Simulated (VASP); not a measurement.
Here is a VASP 6.6.1 calculation.

Contents of INCAR:

```
PREC = Accurate
ENCUT = 520
EDIFF = 1E-6
ISMEAR = 0
SIGMA = 0.15
LREAL = F
LASPH = T
NELM = 100
ALGO = Fast
ISIF = 2
LWAVE = F
LCHARG = T
GGA = CA
LELF = T
LVHAR = T
NBANDS = 12
```

The input KPOINTS:

```
Automatic mesh
0
Gamma
  20 20 20
```

POSCAR

```
Ti
1.0
    0.0000000000      2.0300000000      2.1315000000
    2.0300000000      0.0000000000      2.1315000000
    2.0300000000      2.0300000000      0.0000000000
Ti
1
Direct
    0.0000000000      0.0000000000      0.0000000000
```

Potentials or basis: VASP PAW LDA potentials, release 64 (Ti_sv).

Launch:

```sh
$ cat potpaw_LDA.64/Ti_sv/POTCAR > POTCAR
$ mpirun -np 1 vasp_std > vasp.out
```

Problem. Predict the pressure.

Solution. -9.9 GPa.

Problem. What does it give for the band gap on the k mesh?

Solution. None (metal or under the smearing width).

Stress tensor (GPa, compression positive):
```
 -9.43   0.00   0.00
  0.00  -9.43   0.00
  0.00   0.00 -10.92
```
